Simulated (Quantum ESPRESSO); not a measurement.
Wanted: the native input for a Quantum ESPRESSO 7.5 run.

```yaml
Task: single point
Functional: PBEsol
Potentials_or_basis: GBRV 1.5 PBEsol
Cutoff: 925 eV
Density_cutoff: 7401 eV
k_mesh: 7 × 7 × 7
Occupations: fermi-dirac, width 0.05 eV
Spin: no spin polarisation
Mixing_beta: 0.5
Most_SCF_iterations: 120
SCF_threshold: 4e-10 Ry
```

The system is Sn.

```xyz
2
Lattice="0.0000 3.2333 3.2333 3.2333 0.0000 3.2333 3.2333 3.2333 0.0000" Properties=species:S:1:pos:R:3 pbc="T T T"
Sn    4.9199    4.8950    4.8835
Sn    3.2625    3.2161    3.2452
```

This isn't the form of Sn at room conditions, which is tetragonal (white tin).

The cell isn't the ideal one: atoms moved at random, drawn with an rms of 0.05 Å.

The input as run:

pw.in

```
&CONTROL
  calculation = 'scf'
  prefix = 'pwscf'
  outdir = './tmp'
  pseudo_dir = './pseudo'
  tprnfor = .true.
  tstress = .true.
  disk_io = 'nowf'
/
&SYSTEM
  ibrav = 0
  nat = 2
  ntyp = 1
  ecutwfc = 68
  ecutrho = 544
  nbnd = 21
  occupations = 'smearing'
  smearing = 'fd'
  degauss = 0.00367493
/
&ELECTRONS
  conv_thr = 4d-10
  electron_maxstep = 120
  mixing_beta = 0.5
/
ATOMIC_SPECIES
Sn   118.7100 sn_pbesol_v1.4.uspp.F.UPF
CELL_PARAMETERS angstrom
   0.0000000000    3.2333428000    3.2333428000
   3.2333428000    0.0000000000    3.2333428000
   3.2333428000    3.2333428000    0.0000000000
ATOMIC_POSITIONS crystal
Sn     0.7513240000    0.7590190000    0.7625880000
Sn     0.4946710000    0.5090020000    0.5000090000
K_POINTS automatic
7 7 7 0 0 0
```

Potentials or basis: GBRV 1.5 PBEsol.

Command:

```console
$ OMP_NUM_THREADS=1 mpirun -n 2 pw.x -nk 2 -in pw.in > pw.out
```

Results of the run:

```
Pressure               : 1.4 GPa
Largest force          : 0.556 eV/Å
Band gap on the k mesh : none (metal or under the smearing width)
```

It took 2.9 min on 2 MPI ranks on Arm Neoverse V2 (shared host), peak memory 0.7 GiB a rank.
